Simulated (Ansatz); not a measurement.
Vibrational response of BP at 35 GPa

Computed with DFT PBE, scalar-relativistic, plane waves, PAW (Ansatz). Plane waves to 420 eV; Γ-centred k mesh 12×12×12; fixed occupations. No spin polarisation. Phonons by linear response, acoustic sum rule imposed.

The cell, relaxed at 35 GPa:
```yaml
crystal:
  lattice:
    - [0.00000, 2.15608, 2.15608]
    - [2.15608, 0.00000, 2.15608]
    - [2.15608, 2.15608, 0.00000]
  atoms:
    - { symbol: B, position: [0.00000, 0.00000, 0.00000] }
    - { symbol: P, position: [0.75000, 0.75000, 0.75000] }
```

Other phases may be more stable at this pressure.

Optical modes at Γ (transverse, no macroscopic field); i marks an imaginary frequency:
```tsv
frequency (THz)	degeneracy	IR intensity of the level ((D/Å)²/amu)
28.07	3	9.07
```

All 3 optical modes at Γ are real: no displacement of atoms at fixed cell lowers the energy to second order. Strains and modes at other wave vectors aren't tested by this run.

* Electronic dielectric constant ε∞ (principal values): 9.15
* Static dielectric constant ε0 (principal values): 9.5
* Refractive index √ε∞, mean: 3.03
* Kohn–Sham gap on the mesh: 1.01 eV
* Cost: 39 s on 1 thread of Arm Neoverse V1, with other jobs on the host, peak memory 0.52 GiB

Born effective charges (e):
| atom | Z*xx | Z*yy | Z*zz | mean |
| --- | --- | --- | --- | --- |
| B (atom 1) | -1.02 | -1.02 | -1.02 | -1.02 |
| P (atom 2) | 1.02 | 1.02 | 1.02 | 1.02 |